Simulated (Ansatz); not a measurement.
**Mg, one cell by several methods**

```yaml
crystal:
  lattice:
    - [3.20927, 0.00000, 0.00000]
    - [-1.60464, 2.77931, 0.00000]
    - [0.00000, 0.00000, 5.36664]
  atoms:
    - { symbol: Mg, position: [0.33333, 0.66667, 0.25000] }
    - { symbol: Mg, position: [0.66667, 0.33333, 0.75000] }
```

Atom numbers follow the list: Mg1, Mg2.

The cell is COD entry 9008506, as deposited and not checked against the literature; nothing was relaxed. The listed cell was then made from it by scaling, straining or moving an atom.

Methods: DFT, PBE, PAW with Ansatz's default frozen-core files, scalar-relativistic (Ansatz 0.2.0); DFT, PBE, all-electron PAW with datasets made for the crystal, scalar-relativistic (Ansatz 0.2.0); DFT, PBE, all-electron LAPW, scalar-relativistic (Ansatz 0.2.0).

For PAW: a Γ-centred 12×12×7 k mesh, Fermi–Dirac smearing of 0.08 eV, cutoff 420 eV, no spin polarisation. The crystal-made all-electron datasets (AE datasets) take a cutoff of 100 eV at this cell. LAPW targets a basis error of 0.5 meV/atom. The Ansatz runs share mesh, smearing and spin set-up. Plane-wave (PAW) pressures include the program's estimate of the Pulay term.

Stress and pressure are positive in compression.

| quantity | PAW | AE datasets | LAPW |
| --- | --- | --- | --- |
| pressure (GPa) | -1.34 | -1.36 | -1.36 |
| stress xx (GPa) | -0.68 | -0.70 | -0.70 |
| stress zz (GPa) | -2.67 | -2.69 | -2.68 |

PAW's pressure differs from the LAPW value by +0.02 GPa.
